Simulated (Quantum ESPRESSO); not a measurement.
Runs of Quantum ESPRESSO 7.5 on PtSe2 (Sudovikovite). It takes space group P-3m1 (No. 164, trigonal). Conventional cell: a = 3.724 Å, b = 3.724 Å, c = 5.062 Å, α = 90.00°, β = 90.00°, γ = 120.00°. Pt (site symmetry -3m) has 6 Se at 2.49 Å as nearest neighbours. Se (site symmetry 3m) has 3 Pt at 2.49 Å as nearest neighbours. 

```csv
level,ASE optimiser,rVV10 parameter b,dispersion computed by,gap on the mesh (eV),pressure (GPa),relaxed volume (Å³/atom),largest force (eV/Å)
PBEsol+rVV10,LBFGS,6.3,-,none,0.0,18.72,-
PBEsol+D3,FIRE,-,-,none,0.0,(a),0.01
PBEsol+D4,BFGS,-,dftd4 4.3.1 through ASE,none,0.1,18.97,0.02
PBEsol+D3(BJ),BFGS,-,-,none,0.0,(b),-
PBEsol,LBFGS,-,-,none,0.0,19.67,-
```

Alike in all rows: task relaxation of cell and atoms; potentials or basis GBRV 1.5 PBEsol; no spin polarisation; cell relaxed; k mesh 8 × 8 × 5; cutoff (eV) 612; smearing fermi-dirac 0.05 eV.

**Question.** Fill in the values left out.

**Answer.** (a) 18.80; (b) 18.79.

Caveats: pairwise dispersion overbinds metals, which lowers pressure and volume (some runs); rVV10's parameter b was fitted to another functional (some runs).

A k mesh can miss the band edges, and the runs leave out spin-orbit coupling on Pt, Se.

A gap of «none» marks a metal or a gap under the smearing width.
